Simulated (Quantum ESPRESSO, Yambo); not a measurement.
Planning a run of Yambo 5.3.0 on AgCl (Fm-3m). The input:

```
optics
bss
bse
em1s
dipoles
rim_cut
RandQpts= 1000000
RandGvec= 1 RL
Chimod= "HARTREE"
BSKmod= "SEX"
BSEmod= "resonant"
BSSmod= "d"
BSENGexx= 1 RL
BSENGBlk= 4 Ry
% BSEQptR
 1 | 1 |
%
% BSEBands
 11 | 14 |
%
% BEnRange
 0 | 7 | eV
%
% BDmRange
 0.1 | 0.1 | eV
%
BEnSteps= 141
% BLongDir
 1 | 0 | 0 |
%
% BndsRnXs
 5 | 23 |
%
NGsBlkXs= 4 Ry
% LongDrXs
 1 | 1 | 1 |
%
% KfnQP_E
 1.45 | 1.0 | 1.0 |
%
WRbsWF
FFTGvecs= 33 Ry
```

```sh
OMP_NUM_THREADS=1 mpirun -n 4 yambo -F bse13.in -J bse13,bse12_W -C bse13 > bse13.log
```

The stored states that it reads are on a 10×10×10 mesh. Symmetry: Fm-3m, No. 225, cubic system. Conventional cell: a = 5.597 Å, b = 5.597 Å, c = 5.597 Å, α = 90.00°, β = 90.00°, γ = 90.00°. Ag has 6 Cl at 2.80 Å nearest. Nearest to Cl lie 6 Ag at 2.80 Å. Farther neighbours and most contacts between anions are not listed.

Q: Estimate wall time and host memory on 4 MPI ranks of Arm Neoverse V2, shared host.

It took 87 s; on shared hardware allow 43 s to 2.9 min. Peak host memory was 1.8 GiB.

The kernel grows as the square of the matrix size, and full diagonalisation as its cube.

[Paths, hosts, dates, memory and timing lines, banners, echoed tables and standing remarks are left out of the program output.]

[Logs are printed without paths, hosts, clocks, repeated set-up lines and the standing remarks that a program may print on its own settings, such as how far it seeks lower states.]

[Runs of the session that timed out or met a known fault of the program may be left out.]

[Hosts, paths, dates, database ids (printed as entryN), source tags and the programs' standing remarks are cut or masked in the printed files.]
